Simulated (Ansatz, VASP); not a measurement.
## Si in VASP and in Ansatz

```
Si
1.0
     0.00000    2.58896    2.58896
     2.58896    0.00000    2.58896
     2.58896    2.58896    0.00000
Si
2
Direct
  0.50000 0.50000 0.50000
  0.75000 0.75000 0.75000
```

Alike in both runs: task single point; functional LDA; k mesh 9 × 9 × 9; occupations fermi-dirac, width 0.05 eV; no spin polarisation.

```csv
,VASP,Ansatz
version,VASP 6.6.1,Ansatz 0.2.0
potentials or method,"VASP PAW LDA potentials, release 64 (Si)","plane waves (420 eV) with PAW, scalar-relativistic"
plane-wave cutoff (eV),520,420
valence electrons in the cell,8,8
```

Ansatz gave:

```
pressure (GPa) : 16.0
```

Q: Which values does VASP return?

A: Pressure (GPa): 16.1.

Ansatz warned: «pseudo_functional_mismatch».

Caveats: so large a pressure means that the cell lies far from this level's equilibrium, or that cutoff or potentials fall short (VASP).
